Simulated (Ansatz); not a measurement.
Input of an Ansatz 0.2.0 run:

input.yaml

```yaml
crystal:
  lattice:
    - [2.7513778946, 0.0, 0.0]
    - [-1.3756889473, 2.3827631521, 0.0]
    - [0.0, 0.0, 4.46229]
  atoms:
    - { symbol: Ir, position: [0.3333333333, 0.6666666667, 0.25] }
    - { symbol: Ir, position: [0.6666666667, 0.3333333333, 0.75] }
hamiltonian:
  xc: pbe
  pseudopotentials: { kind: paw }
kpoints:
  mp_grid: { grid: [11, 11, 6] }
scf:
  occupations: { method: fermi_dirac, width: 0.05 }
output:
  forces: true
  stress: true
  eigenvalues: true
relax:
  f_tol: 0.01
  max_steps: 40
  cell: { stress_tol: 0.05 }
```

Potentials or basis: Ansatz PAW.

Command:

```console
$ ansatz run input.yaml --threads 2 --pin off --max-ram 5632MiB --backend cpu --events-out ev --progress --plain --runs-dir out
```

(1) What does it give for the space group after relaxing (to 0.05 Å)?

(2) Estimate the relaxed cell.

Answers

(1) P6_3/mmc (No. 194).

(2) a = 2.749 Å, b = 2.749 Å, c = 4.453 Å, α = 90.00°, β = 90.00°, γ = 120.00°.
